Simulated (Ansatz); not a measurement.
## BaS in Ansatz: convergence with basis error

Crystal: BaS.

```
CELL_PARAMETERS angstrom
0.00000 3.19375 3.19375
3.19375 0.00000 3.19375
3.19375 3.19375 0.00000
ATOMIC_POSITIONS crystal
Ba 0.99913 0.00938 0.00649
S 0.50343 0.49802 0.49997
```

The cell isn't the ideal one: atoms moved at random, drawn with an rms of 0.05 Å.

- Program: Ansatz 0.2.0
- Task: convergence study
- Functional: PBE
- Potentials or basis: all-electron LAPW, scalar-relativistic
- Cutoff: 90 eV (chosen from the basis error)
- Basis error allowed: 0.03 eV/atom
- k mesh: 4 × 4 × 4
- Occupations: fermi-dirac, width 0.05 eV
- Spin: no spin polarisation

These are the settings of the first run; the series varies basis error, with any setting tied to it.

Hardware: 1 thread of Arm Neoverse V1, with other jobs on the host.

Question: The values tried are 0.03 eV/atom, 0.01 eV/atom, 0.003 eV/atom, 0.001 eV/atom, 0.0003 eV/atom, 0.0001 eV/atom, loosest first. From which on does the energy stay within 1 meV/atom of the tightest run that finished?

Answer: From 0.003 eV/atom on.

```csv
basis error,"energy less the tightest run, at zero smearing (meV/atom)",SCF cycles,CPU time (s),peak memory (GiB)
0.03 eV/atom,9.16,8,5.6,0.21
0.01 eV/atom,2.93,8,7.7,0.22
0.003 eV/atom,0.95,8,10,0.24
0.001 eV/atom,0.29,8,12,0.26
0.0003 eV/atom,0.06,8,15,0.28
0.0001 eV/atom,0.00,8,19,0.29
```

The tightest run that finished is the yardstick and may itself not be fully converged.

Caveat, for the tightest run too: the k mesh is coarse (spacing up to 0.43 Å⁻¹), so the values aren't converged.

The runs don't all hold the same shells in valence.
